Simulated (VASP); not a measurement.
# Bi (C2/m) in VASP: further runs, part 2 of 2

VASP 6.6.1. Earlier steps stand in the parts before.

### Step 4. Single point, PBE

File INCAR:

```
PREC = Accurate
ENCUT = 460
EDIFF = 1E-6
ISMEAR = 1
SIGMA = 0.15
LREAL = F
LASPH = F
NELM = 100
ALGO = Normal
ISIF = 2
LWAVE = F
LCHARG = F
GGA = PE
NBANDS = 22
ADDGRID = F
```

File KPOINTS:

```
Automatic mesh
0
Gamma
  7 7 9
```

File POSCAR:

```
Bi
1.0
    3.4885980000     -3.1325780000      0.0000000000
    3.4885980000      3.1325780000      0.0000000000
   -1.2602350000      0.0000000000      3.1135500000
Bi
2
Direct
    0.7530610000      0.7530610000      0.8573820000
    0.2469390000      0.2469390000      0.1426180000
```

Potentials or basis: VASP PAW PBE potentials, release 64 (Bi_d).

Started as:

```
cat potpaw_PBE.64/Bi_d/POTCAR > POTCAR
mpirun -np 1 vasp_std > vasp.out
```

OUTCAR:

```text
PREC = Accurate
   ENCUT = 460
   EDIFF = 1E-6
   ISMEAR = 1
   LREAL = F
   LASPH = F
   NELM = 100
   ISIF = 2
   GGA = PE

 Found    128 irreducible k-points:

 Following reciprocal coordinates:
            Coordinates               Weight
  0.000000  0.000000  0.000000      1.000000
  0.142857  0.000000  0.000000      4.000000
  0.285714  0.000000  0.000000      4.000000
  0.428571 -0.000000  0.000000      4.000000
  0.142857  0.142857  0.000000      2.000000
  0.285714  0.142857  0.000000      4.000000
   k-points           NKPTS =    128   k-points in BZ     NKDIM =    128   number of bands    NBANDS=     22
   number of dos      NEDOS =    301   number of ions     NIONS =      2
   total plane-waves  NPLWV =  31104
   dimension x,y,z NGX =    36 NGY =   36 NGZ =   24
   dimension x,y,z NGXF=    72 NGYF=   72 NGZF=   48
   ions per type =               2
   NGX,Y,Z   is equivalent  to a cutoff of  12.76, 12.76, 11.88 a.u.
   NGXF,Y,Z  is equivalent  to a cutoff of  25.53, 25.53, 23.76 a.u.
 SYSTEM =  unknown system
   PREC   = accura    normal or accurate (medium, high low for compatibility)
   ISTART =      0    job   : 0-new  1-cont  2-samecut
   ICHARG =      2    charge: 1-file 2-atom 10-const
   ISPIN  =      1    spin polarized calculation?
   LNONCOLLINEAR =      F non collinear calculations
   LSORBIT =      F    spin-orbit coupling
   LASPH  =      F    aspherical Exc in radial PAW
   ENCUT  =  460.0 eV  33.81 Ry    5.81 a.u.   8.20  8.20  5.87*2*pi/ulx,y,z
   NELM   =    100;   NELMIN=  2; NELMDL= -5     # of ELM steps
   EDIFF  = 0.1E-05   stopping-criterion for ELM
   LREAL  =      F    real-space projection
   EDIFFG = 0.1E-04   stopping-criterion for IOM
   NSW    =      0    number of steps for IOM
   IBRION =     -1    ionic relax: 0-MD 1-quasi-New 2-CG
   NFREE  =      0    steps in history (QN), initial steepest desc. (CG)
   ISIF   =      2    stress and relaxation
   ISYM   =      2    0-nonsym 1-usesym 2-fastsym
   POTIM  = 0.5000    time-step for ionic-motion
   TEBEG  =    0.0;   TEEND  =   0.0 temperature during run
   PSTRESS=    0.0 pullay stress
   NELECT =      30.0000    total number of electrons
   NUPDOWN=      -1.0000    fix difference up-down
   EMIN   =  10.00;   EMAX   =-10.00  energy-range for DOS
   EFERMI =   0.00;   METHOD = LEGACY
   ISMEAR =     1;   SIGMA  =   0.15  broadening in eV -4-tet -1-fermi 0-gaus
   EFERMI_NEDOS =   21; number of points for ismear=-14 and -15
   IALGO  =     38    algorithm
   IMIX   =      4    mixing-type and parameters
     AMIX     =   0.40;   BMIX     =  1.00
     AMIX_MAG =   1.60;   BMIX_MAG =  1.00
  volume/ion in A,a.u.               =      34.03       229.62
  Fermi-wavevector in a.u.,A,eV,Ry     =   1.245955  2.354514 21.121737  1.552404
  Thomas-Fermi vector in A             =   2.380154
   LORBIT       =      0    0 simple, 1 ext, 2 COOP (PROOUT), +10 PAW based schemes
   GGA     = PE    functional components
   LHFCALC =     F    Hartree Fock is set to
   AEXX    =    0.0000 exact exchange contribution
   IVDW    =     0    specifies the selected vdW correction
   LEPSILON=     F    determine dielectric tensor
   LRPA    =     F    only Hartree local field effects (RPA)
 non-spin polarized calculation
 Methfessel and Paxton  Order N= 1 SIGMA  =   0.15
  energy-cutoff  :      460.00
  volume of cell :       68.05
 maximum number of plane-waves:      1541
 NGX is ok and might be reduce to    36
   NGX = 17   NGY = 17   NGZ = 11

 number of electron      29.9999993 magnetization

 Free energy of the ion-electron system (eV)
  ---------------------------------------------------
  ext. energy  EPLUGINS =         0.00000000
  ---------------------------------------------------
  free energy    TOTEN  =        -7.68187740 eV

  energy without entropy =       -7.68129208  energy(sigma->0) =       -7.68168229

 E-fermi :   6.6833     XC(G=0):  -9.7820

 val. band max:        6.6648676909   @ k =   0.4286  -0.0000   0.0000
 cond. band min:       6.6847264039   @ k =   0.2857   0.0000   0.1111
 fundamental gap:      0.0198587130
 Fermi energy:         6.6832967401

 k-point     1 :       0.0000    0.0000    0.0000
  band No.  band energies     occupation
      1     -16.1984      2.00000
      2     -16.1753      2.00000
      3     -16.1328      2.00000
      4     -16.1003      2.00000
      5     -16.0220      2.00000
      6     -16.0043      2.00000
[... 14 lines left out ...]
     21      14.9958      0.00000
     22      15.4796      0.00000

 k-point     2 :       0.1429    0.0000    0.0000
  band No.  band energies     occupation
      1     -16.1886      2.00000
      2     -16.1753      2.00000
      3     -16.1359      2.00000
      4     -16.0919      2.00000
      5     -16.0201      2.00000
      6     -16.0071      2.00000
[... 14 lines left out ...]
     21      15.1424      0.00000
     22      15.9479      0.00000

 k-point     3 :       0.2857    0.0000    0.0000
  band No.  band energies     occupation
      1     -16.1823      2.00000
      2     -16.1605      2.00000
      3     -16.1356      2.00000
      4     -16.0692      2.00000
      5     -16.0257      2.00000
      6     -16.0056      2.00000
[... 14 lines left out ...]
     21      15.7726      0.00000
     22      16.7915      0.00000

 k-point     4 :       0.4286   -0.0000    0.0000
  band No.  band energies     occupation
      1     -16.1838      2.00000
      2     -16.1575      2.00000
      3     -16.1046      2.00000
      4     -16.0470      2.00000
      5     -16.0389      2.00000
      6     -16.0010      2.00000
[... 14 lines left out ...]
     21      15.8237      0.00000
     22      16.4992      0.00000

 k-point     5 :       0.1429    0.1429    0.0000
  band No.  band energies     occupation
      1     -16.1799      2.00000
      2     -16.1754      2.00000
      3     -16.1295      2.00000
      4     -16.0849      2.00000
      5     -16.0212      2.00000
      6     -16.0123      2.00000
[... 14 lines left out ...]
     21      15.4137      0.00000
     22      16.5033      0.00000

 k-point     6 :       0.2857    0.1429    0.0000
  band No.  band energies     occupation
      1     -16.1796      2.00000
      2     -16.1644      2.00000
      3     -16.1160      2.00000
      4     -16.0645      2.00000
      5     -16.0279      2.00000
      6     -16.0091      2.00000
[... 14 lines left out ...]
     21      15.9750      0.00000
     22      16.5025      0.00000

 [... further k-points ...]
[... 5 lines left out ...]
  --------------------------------------------------------------------------------------
  -------------------------------------------------------------------------------------
  Total       -0.0132382      0.0839672     -0.0303519      0.0000000      0.0000000     -0.0391975
  in kB       -0.3116750      1.9768852     -0.7145903      0.0000000      0.0000000     -0.9228472
  external PRESSURE =       0.3168733 kB  Pullay stress =       0.0000000 kB

 VOLUME and BASIS-vectors are now :
 -----------------------------------------------------------------------------
  energy-cutoff  :      460.00
  volume of cell :       68.05
      direct lattice vectors                 reciprocal lattice vectors
     3.488598000 -3.132578000  0.000000000     0.143324052 -0.159612945  0.058011590
     3.488598000  3.132578000  0.000000000     0.143324052  0.159612945  0.058011590
    -1.260235000  0.000000000  3.113550000     0.000000000  0.000000000  0.321176792

 POSITION                                       TOTAL-FORCE (eV/Angst)
 -----------------------------------------------------------------------------------
      4.17375      0.00000      2.66950         0.047449      0.000000      0.049081
      1.54321      0.00000      0.44405        -0.047449      0.000000     -0.049081
 -----------------------------------------------------------------------------------
    total drift:                               -0.000000      0.000000      0.000000

  FREE ENERGIE OF THE ION-ELECTRON SYSTEM (eV)
  ---------------------------------------------------
  free  energy   TOTEN  =        -7.6818773985 eV

  energy  without entropy=       -7.6812920763  energy(sigma->0) =       -7.68168229
```

OSZICAR:

```text
N       E                     dE             d eps       ncg     rms          rms(c)
DAV:   1     0.293667171011E+03    0.29367E+03   -0.15203E+04  5646   0.153E+03
DAV:   2     0.165039689667E+02   -0.27716E+03   -0.27020E+03  5770   0.417E+02
DAV:   3    -0.687862129551E+01   -0.23383E+02   -0.23144E+02  6826   0.136E+02
DAV:   4    -0.765047088620E+01   -0.77185E+00   -0.77156E+00  6874   0.275E+01
DAV:   5    -0.768238342815E+01   -0.31913E-01   -0.31912E-01  8026   0.498E+00    0.765E-01
DAV:   6    -0.768050364998E+01    0.18798E-02   -0.18133E-02  7376   0.147E+00    0.464E-01
DAV:   7    -0.768170827355E+01   -0.12046E-02   -0.10347E-02  7164   0.117E+00    0.116E-01
DAV:   8    -0.768187594025E+01   -0.16767E-03   -0.11570E-03  6572   0.411E-01    0.133E-02
DAV:   9    -0.768187969645E+01   -0.37562E-05   -0.35743E-05  8324   0.529E-02    0.689E-03
DAV:  10    -0.768187708936E+01    0.26071E-05   -0.24740E-06  5504   0.159E-02    0.105E-03
DAV:  11    -0.768187739852E+01   -0.30916E-06   -0.52982E-07  3764   0.963E-03
   1 F= -.76818774E+01 E0= -.76816823E+01  d E =-.585322E-03
```

stdout:

```text
POSCAR found type information on POSCAR Bi
 POSCAR found :  1 types and       2 ions
 scaLAPACK will be used
 LDA part: xc-table for (Slater+PW92), standard interpolation
 POSCAR, INCAR and KPOINTS ok, starting setup
 FFT: planning ... GRIDC
 FFT: planning ... GRID_SOFT
 FFT: planning ... GRID
 WAVECAR not read
 entering main loop
```

Run time: 48 s. Hardware: 1 thread of Intel Xeon Platinum 8488C (Sapphire Rapids), shared host; peak memory 0.25 GiB.

These settings aren't checked as converged: the numbers below hold their error.

Results:

- Free energy: -7.6819 eV
- Pressure: 0.0 GPa
- Largest force: 0.068 eV/Å
- Band gap on the k mesh: none (metal or under the smearing width)

Caveat: spin-orbit coupling is left out, which moves the levels of the heavy elements.

### Step 5. Single point, PBE

File INCAR:

```
PREC = Normal
ENCUT = 460
EDIFF = 1E-4
ISMEAR = 1
SIGMA = 0.15
LREAL = Auto
LASPH = T
NELM = 100
ALGO = Normal
ISIF = 2
LWAVE = F
LCHARG = F
GGA = PE
NBANDS = 22
ADDGRID = F
```

KPOINTS is that of step 4.

POSCAR is that of step 4.

Started as:

```
cat potpaw_PBE.64/Bi_d/POTCAR > POTCAR
mpirun -np 1 vasp_std > vasp.out
```

Wall time 43 s (1 thread of Intel Xeon Platinum 8488C (Sapphire Rapids), shared host); peak memory 0.21 GiB.

These settings aren't checked as converged: the numbers below hold their error.

Results:

| Property | Result |
| --- | --- |
| Free energy | -7.6869 eV |
| Pressure | 0.0 GPa |
| Largest force | 0.067 eV/Å |
| Band gap on the k mesh | none (metal or under the smearing width) |

Caveat: spin-orbit coupling is left out, which moves the levels of the heavy elements.
